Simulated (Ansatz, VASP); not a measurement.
Au: VASP beside Ansatz

```
Au
1.0
     0.00000    2.02205    2.02205
     2.02205    0.00000    2.02205
     2.02205    2.02205    0.00000
Au
1
Direct
  0.00000 0.00000 0.00000
```

Alike in both runs: functional PBE; k mesh 18 × 18 × 18; occupations gaussian, width 0.1 eV; no spin polarisation.

Ansatz relaxed the structure, and its values are those at the end. VASP's run is a single point on that final structure, the one shown.

```csv
,VASP,Ansatz
version,VASP 6.6.1,Ansatz 0.2.0
potentials or method,"VASP PAW PBE potentials, release 64 (Au)","scalar-relativistic, plane waves, PAW"
plane-wave cutoff (eV),520,420
valence electrons in the cell,11,19
```

|  | VASP | Ansatz | Ansatz less VASP |
| --- | --- | --- | --- |
| gap on the k mesh at the Fermi level (eV) | none | none | - |
| pressure (GPa) | 14.6 | 15.0 | +0.35 |

A gap of «none» marks a metal or a gap that the smearing closes. The two sets of potentials don't hold the same shells in valence.

The runs have no spin-orbit coupling, so splittings on Au are missing.
